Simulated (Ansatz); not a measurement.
(110) slab cut from the bulk of AlAs, F-43m (No. 216); the slab's formula is AlAs:

```xyz
12
Lattice="4.0500 0.0000 0.0000 0.0000 5.7276 0.0000 0.0000 0.0000 25.1251" Properties=species:S:1:pos:R:3 pbc="T T T"
Al    2.0250    2.8638    7.5000
As    0.0000    1.4319    7.5000
Al    0.0000    0.0000    9.5250
As    2.0250    4.2957    9.5250
Al    2.0250    2.8638   11.5500
As    0.0000    1.4319   11.5500
Al    0.0000    0.0000   13.5751
As    2.0250    4.2957   13.5751
Al    2.0250    2.8638   15.6001
As    0.0000    1.4319   15.6001
Al    0.0000    0.0000   17.6251
As    2.0250    4.2957   17.6251
```

Computed with Ansatz 0.2.0, DFT PBE, scalar-relativistic, plane waves, PAW. Cutoff 420 eV; k points 7×5×1 on the computed 12-atom cell (Γ-centred); Gaussian smearing, width 0.05 eV; no spin polarisation. A dipole correction removes the field between periodic images along c.

Task: What forces act on the atoms?

Result:
```csv
atom,Fx (eV/Å),Fy (eV/Å),Fz (eV/Å)
Al1,0.000,-1.133,1.373
As2,0.000,0.384,-1.178
Al3,0.000,0.325,0.105
As4,0.000,0.538,-0.509
Al5,0.000,-0.174,0.125
As6,0.000,0.060,0.156
Al7,0.000,-0.174,-0.125
As8,0.000,0.060,-0.156
Al9,0.000,0.325,-0.105
As10,0.000,0.538,0.509
Al11,0.000,-1.133,-1.373
As12,0.000,0.384,1.178
```

Cost: 1 run of about 1.7 core-minutes, on Intel Xeon Processor @ 2.50GHz (Skylake/Cascade Lake) (shared hosts).